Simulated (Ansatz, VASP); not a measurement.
**One calculation of Y, two programs**

```
CELL_PARAMETERS angstrom
3.65150 0.00000 0.00000
-1.82575 3.16229 0.00000
0.00000 0.00000 5.80487
ATOMIC_POSITIONS crystal
Y 0.33333 0.66667 0.25000
Y 0.66667 0.33333 0.75000
```

Change from the starting cell: zz strain of +1 %, PAW files.

Alike in both runs: task electric field gradients; functional LDA; k mesh 12 × 12 × 7; occupations fermi-dirac, width 0.08 eV; no spin polarisation.

|  | VASP | Ansatz |
| --- | --- | --- |
| version | VASP 6.6.1 | Ansatz 0.2.0 |
| potentials or method | VASP PAW LDA potentials, release 64 (Y_sv) | PAW with Ansatz's default frozen-core files, scalar-relativistic |
| plane-wave cutoff (eV) | 520 | 420 |
| valence electrons in the cell | 22 | 22 |

VASP gave:

| Property | Result |
| --- | --- |
| pressure (GPa) | -4.3 |
| largest component of the traceless stress (GPa) | 0.71 |
| Vzz of the field gradient on the site that differs most (V/Å²) | 21.0 |

Task: Estimate Ansatz's values.

Result: Pressure (GPa): -4.2; largest component of the traceless stress (GPa): 0.72; Vzz of the field gradient on the site that differs most (V/Å²): 21.8.

Ansatz warned: «gradients_without_spin_orbit».
